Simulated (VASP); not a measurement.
A run of VASP 6.6.1:

Contents of INCAR:

```
ALGO = Fast
EDIFF = 1E-8
ENCUT = 520
GGA = PS
ISIF = 2
ISMEAR = 0
LASPH = True
LCHARG = False
LEFG = True
LREAL = False
LWAVE = False
NELM = 80
PREC = Accurate
SIGMA = 0.02
```

Contents of KPOINTS:

```
k-points
0
Gamma
  5 5 3
```

Contents of POSCAR:

```
SiO2
1.0
    4.9820000000      0.0000000000      0.0000000000
    0.0000000000      4.9820000000      0.0000000000
    0.0000000000      0.0000000000      6.9630000000
Si O
4 8
Direct
    0.7989700000      0.2010300000      0.7500000000
    0.7010300000      0.7010300000      0.5000000000
    0.2010300000      0.7989700000      0.2500000000
    0.2989700000      0.2989700000      0.0000000000
    0.1034700000      0.2398900000      0.8218700000
    0.2601100000      0.6034700000      0.0718700000
    0.8965300000      0.7601100000      0.3218700000
    0.7398900000      0.3965300000      0.5718700000
    0.6034700000      0.2601100000      0.9281300000
    0.7601100000      0.8965300000      0.6781300000
    0.3965300000      0.7398900000      0.4281300000
    0.2398900000      0.1034700000      0.1781300000
```

Potentials or basis: VASP PAW PBE potentials, release 64 (Si, O).

Launch:

```console
$ cat potpaw_PBE.64/Si/POTCAR potpaw_PBE.64/O/POTCAR > POTCAR
$ mpirun -np 1 vasp_std > vasp.out
```

Hardware: 1 thread of Intel(R) Xeon(R) Platinum 8175M CPU @ 2.50GHz (Skylake/Cascade Lake) (shared host).

Estimate the wall time of this run.

Run time: 3.9 min on 1 thread of Intel(R) Xeon(R) Platinum 8175M CPU @ 2.50GHz (Skylake/Cascade Lake), with other jobs on the host, peak memory 0.28 GiB. Counts: scf iterations 20, k points 12.
